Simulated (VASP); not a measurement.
A run of VASP 6.6.1 is set up as follows.

The input INCAR:

```
SYSTEM = MgS
PREC = Accurate
ENCUT = 520
EDIFF = 1E-6
ISMEAR = 0
SIGMA = 0.02
LREAL = .FALSE.
LASPH = .TRUE.
NELM = 100
ALGO = Fast
ISIF = 2
LWAVE = .FALSE.
LCHARG = .FALSE.
GGA = PE
IVDW = 12
NBANDS = 16
```

KPOINTS

```
Automatic mesh
0
G
  6 6 4
  0 0 0
```

The input POSCAR:

```
MgS
1.0
    4.0059464562      0.0000000000      0.0000000000
   -2.0029732281      3.4692513973      0.0000000000
    0.0000000000      0.0000000000      6.4028846563
Mg S
2 2
Direct
    0.6666666667      0.3333333333      0.4967923886
    0.3333333333      0.6666666667      0.9967923886
    0.3333333333      0.6666666667      0.3782066114
    0.6666666667      0.3333333333      0.8782066114
```

Potentials or basis: VASP PAW PBE potentials, release 64 (Mg, S).

Run with:

```sh
$ cat potpaw_PBE.64/Mg/POTCAR potpaw_PBE.64/S/POTCAR > POTCAR
$ mpirun -np 1 vasp_std > vasp.out
```

**Question.** Predict the pressure.

**Answer.** -0.1 GPa.

**Question.** What does it give for the band gap on the k mesh?

**Answer.** 3.55 eV, direct.

**Question.** Predict the dispersion energy per atom.

**Answer.** -0.276 eV.
